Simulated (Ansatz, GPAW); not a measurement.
Given: the input of a run of Ansatz 0.2.0 on SnSe2. 

input.yaml

```yaml
crystal:
  lattice:
    - [3.811, 0.0, 0.0]
    - [-1.9055, 3.3004228138, 0.0]
    - [0.0, 0.0, 6.136]
  atoms:
    - { symbol: Sn, position: [0.0, 0.0, 0.0] }
    - { symbol: Se, position: [0.6666666667, 0.3333333333, 0.751] }
    - { symbol: Se, position: [0.3333333333, 0.6666666667, 0.249] }
hamiltonian:
  xc: pbe
  pseudopotentials: { kind: paw }
kpoints:
  mp_grid: { grid: [8, 8, 5] }
scf:
  occupations: { method: fermi_dirac, width: 0.05 }
basis:
  ecutwfc: "800 eV"
output:
  forces: true
  stress: true
  eigenvalues: true
```

Potentials or basis: Ansatz PAW.

Launch:

```bash
$ ansatz run input.yaml --threads 2 --pin off --max-ram 5120MiB --backend cpu --events-out ev --progress --plain --runs-dir out
```

**Question.** Set up the same calculation for GPAW 26.7.0. Potentials or basis there: GPAW PAW data sets (gpaw-data 1.2.1), cutoff 600 eV.

**Answer.** As run (cutoffs and basis follow the program's own potentials, and thresholds, step limits or extra output files can differ):

File SnSe2.cif:

```cif
data_SnSe2
_cell_length_a 3.81100000
_cell_length_b 3.81100000
_cell_length_c 6.13600000
_cell_angle_alpha 90.00000000
_cell_angle_beta 90.00000000
_cell_angle_gamma 120.00000000
_space_group_name_H-M_alt 'P1'
_space_group_name_Hall 'P 1'
_space_group_IT_number 1
loop_
_space_group_symop_operation_xyz
'x,y,z'
loop_
_atom_site_label
_atom_site_type_symbol
_atom_site_symmetry_multiplicity
_atom_site_Wyckoff_symbol
_atom_site_fract_x
_atom_site_fract_y
_atom_site_fract_z
_atom_site_occupancy
Sn1 Sn 1 a 0.0000000000 0.0000000000 0.0000000000 1
Se1 Se 1 a 0.6666666667 0.3333333333 0.7510000000 1
Se2 Se 1 a 0.3333333333 0.6666666667 0.2490000000 1
```

Potentials or basis: GPAW PAW data sets (gpaw-data 1.2.1), pw.

Run with:

```bash
$ OMP_NUM_THREADS=1 gpaw run SnSe2.cif -p 'mode=PW(600),xc=PBE,kpts={size:(8,8,5),gamma:True},occupations={name:fermi-dirac,width:0.05},nbands=24,convergence={density:1e-05,energy:1e-05},maxiter=150,txt=gpaw.txt' --properties efs -w gs.gpw
```

Both were run:

|  | Ansatz | GPAW |
| --- | --- | --- |
| Pressure | 5.5 GPa | 5.3 GPa |
| Largest force | 0.786 eV/Å | 0.760 eV/Å |

Ansatz's pressure holds a Pulay term of +0.00 GPa for its cutoff of 800 eV, which the other run lacks.

The potentials hold 46 and 26 valence electrons a cell.

Pressure is positive in compression.
